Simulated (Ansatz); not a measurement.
BaTe (started from an entry of an open crystallographic database), relaxed with r2SCAN in Ansatz 0.2.0: space group Fm-3m (No. 225), cubic; a = 7.065 Å in the conventional setting, 44.08 Å³ an atom. Ba has 6 Te at 3.53 Å; Te has 6 Ba at 3.53 Å. The primitive cell holds 2 atoms in 88.15 Å³. Calculated for a static, non-magnetic cell.

Computed values: PBE gives a gap of 1.65 eV and PBE0 (25 % exact exchange) 3.00 eV; one over PBE's mean ε∞ is 0.170. r2SCAN gives 2.00 eV and r2SCAN0 (25 %) 3.22 eV. Without spin-orbit coupling PBE's valence top is a threefold level at Γ and the gap is 1.655 eV; with it the level splits into four states above two, Δ₀ = 0.841 eV apart. HSE06+SOC (4×4×4) gives a least gap of 2.05 eV and a least direct gap of 2.46 eV. r2SCAN's ε∞ is 5.30.

What is the density?
The cell holds 1 Ba, 1 Te: M = 1×137.327 + 1×127.600 = 264.93 u in V = 88.15 Å³. ρ = 1.66054 × M/V = 1.66054 × 264.93/88.15 = 4.991 g/cm³, for the static r2SCAN lattice.

Taking the gap as linear in the share of unscreened exchange, estimate the gap of the hybrid whose share is 1/ε∞.
The slope is (3.00 − 1.65)/0.25 = 5.40 eV per unit share, so E_g ≈ 1.65 + 5.40 × 0.170 = 2.57 eV. The run with that share gives 2.56 eV (4×4×4 mesh), -0.01 eV from the straight line.

Interpolate to r2SCANh, with 10 % exact exchange.
2.00 + (3.22 − 2.00) × 0.10/0.25 = 2.49 eV; the run gives 2.48 eV (-0.01 eV against the interpolation).

If the centre of gravity stays and the conduction band doesn't move, what gap follows with spin-orbit coupling?
The fourfold level rises by Δ₀/3 = 0.280 eV and the twofold one falls by 2Δ₀/3, so E_g ≈ 1.655 − 0.280 = 1.375 eV. The PBE+SOC run gives 1.388 eV, +0.013 eV from the estimate.

At what wavelength does absorption set in by HSE06+SOC, excitons left aside?
λ = 1239.84 eV nm/E: 605 nm for the least gap, where it needs phonons and is weak, and 504 nm for direct transitions. The direct edge lies in the visible range.

What refractive index and reflectivity at normal incidence follow, below the gap and above the phonons?
n = √5.30 = 2.302; R = ((n − 1)/(n + 1))² = (1.302/3.302)² = 15.6 % a face.

Only the levels marked +SOC include spin-orbit coupling.

The meshes of the hybrids are coarse, so their gaps aren't converged to the digits shown.
